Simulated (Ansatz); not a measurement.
# LiCl: the cost of one run

Computed with Ansatz 0.2.0 (DFT PBE, scalar-relativistic, plane waves, PAW, unless a step's input says otherwise).

## 1. The system as given

Symmetry: P4_12_12, No. 92, tetragonal system. The conventional cell has a = 5.958 Å, b = 5.958 Å, c = 3.252 Å, α = 90.00°, β = 90.00°, γ = 90.00°. Li (site symmetry 2) is surrounded by 4 Cl at 2.12 to 2.17 Å. Around Cl (site symmetry 2) lie 4 Li at 2.12 to 2.17 Å.

Coordinates:

```
CELL_PARAMETERS angstrom
5.95768 0.00000 0.00000
0.00000 5.95768 0.00000
0.00000 0.00000 3.25238
ATOMIC_POSITIONS crystal
Li 0.66924 0.66924 0.50000
Li 0.16924 0.83076 0.25000
Li 0.33076 0.33076 0.00000
Li 0.83076 0.16924 0.75000
Cl 0.83076 0.83076 0.00000
Cl 0.33076 0.66924 0.75000
Cl 0.16924 0.16924 0.50000
Cl 0.66924 0.33076 0.25000
```

A structure generator made this guess: 4-connected net, two elements alternating (P4_12_12, No. 92). Its size is a rough estimate.

## 2. A first look at the guess

input.yaml reads:

```yaml
crystal:
  lattice:
    - [5.95768495, 0.0, 0.0]
    - [0.0, 5.95768495, 0.0]
    - [0.0, 0.0, 3.25237623]
  atoms:
    - { symbol: Li, position: [0.66924326, 0.66924326, 0.5] }
    - { symbol: Li, position: [0.16924326, 0.83075674, 0.25] }
    - { symbol: Li, position: [0.33075674, 0.33075674, 0.0] }
    - { symbol: Li, position: [0.83075674, 0.16924326, 0.75] }
    - { symbol: Cl, position: [0.83075674, 0.83075674, 0.0] }
    - { symbol: Cl, position: [0.33075674, 0.66924326, 0.75] }
    - { symbol: Cl, position: [0.16924326, 0.16924326, 0.5] }
    - { symbol: Cl, position: [0.66924326, 0.33075674, 0.25] }
basis:
  ecutwfc: 420
kpoints:
  mp_grid: { grid: [4, 4, 6] }
hamiltonian:
  xc: pbe
scf:
  occupations: { method: gaussian, width: 0.1 }
  lower_state_search: "off"
output:
  forces: true
  stress: true
  eigenvalues: true
```

Command:

```sh
> ansatz run input.yaml --threads 1 --pin off --max-ram 2560MiB --backend cpu --events-out ev --progress --plain --runs-dir out
```

What time and memory should one allow on 1 thread of Arm Neoverse V2, shared host?

About 5.9 s, with a peak of 0.32 GiB.
